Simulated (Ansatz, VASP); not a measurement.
**SiC in VASP and in Ansatz**

```
CELL_PARAMETERS angstrom
0.00000 2.14476 2.14476
2.14476 0.00000 2.14476
2.14476 2.14476 0.00000
ATOMIC_POSITIONS crystal
Si 0.25000 0.25000 0.25000
C 0.00000 0.00000 0.00000
```

Alike in both runs: functional PBE; k mesh 10 × 10 × 10; occupations gaussian, width 0.02 eV; no spin polarisation.

Ansatz relaxed the structure, and its values are those at the end. VASP's run is a single point on that final structure, the one shown.

|  | VASP | Ansatz |
| --- | --- | --- |
| version | VASP 6.6.1 | Ansatz 0.2.0 |
| potentials or method | VASP PAW PBE potentials, release 64 (Si, C) | scalar-relativistic, plane waves, PAW |
| plane-wave cutoff (eV) | 520 | 420 |
| valence electrons in the cell | 8 | 8 |

VASP gave:

- gap on the k mesh at the Fermi level (eV): 1.31
- least direct gap on the mesh (eV): 4.59
- pressure (GPa): 14.9

**Question.** Which values does Ansatz return?

**Answer.** gap on the k mesh at the Fermi level (eV): 1.31; least direct gap on the mesh (eV): 4.59; pressure (GPa): 15.0.

A k mesh can miss the band edges.
